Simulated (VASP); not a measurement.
A run of VASP 6.6.1:

File INCAR:

```
SYSTEM = Si
PREC     = Accurate       ! precision mode
ENCUT    = 600            ! plane-wave cutoff, eV
EDIFF    = 1E-6           ! SCF threshold, eV
ISMEAR   = -1             ! smearing method
SIGMA    = 0.05           ! smearing width, eV
LREAL    = .FALSE.        ! projectors in reciprocal space
LASPH    = .TRUE.         ! aspherical terms in the spheres
NELM     = 100            ! most SCF steps
ALGO     = Normal         ! electronic algorithm
ISIF     = 3              ! what is computed and relaxed
LWAVE    = .FALSE.        ! write WAVECAR
LCHARG   = .FALSE.        ! write CHGCAR
GGA      = PE             ! functional
IVDW     = 12             ! dispersion correction
IBRION   = 2              ! ionic algorithm
NSW      = 60             ! ionic steps
EDIFFG   = -0.02          ! ionic threshold
```

The input KPOINTS:

```
regular mesh
0
G
  8 8 8
  0 0 0
```

POSCAR

```
Si
1.0
    0.0000000000      2.7218511865      2.7218511865
    2.7218511865      0.0000000000      2.7218511865
    2.7218511865      2.7218511865      0.0000000000
Si
2
Direct
    0.5000000000      0.5000000000      0.5000000000
    0.7500000000      0.7500000000      0.7500000000
```

Potentials or basis: VASP PAW PBE potentials, release 64 (Si).

The run is started by

```bash
$ cat potpaw_PBE.64/Si/POTCAR > POTCAR
$ mpirun -np 1 vasp_std > vasp.out
```

Hardware: 1 thread of Intel(R) Xeon(R) Platinum 8488C (Sapphire Rapids), on a shared host.

**Question.** How long does it take, and how much memory?

**Answer.** Wall time 22 s on 1 thread of Intel(R) Xeon(R) Platinum 8488C (Sapphire Rapids), with other jobs on the host, peak memory 0.18 GiB. Counts: scf iterations 21, k points 29, ion steps 3.
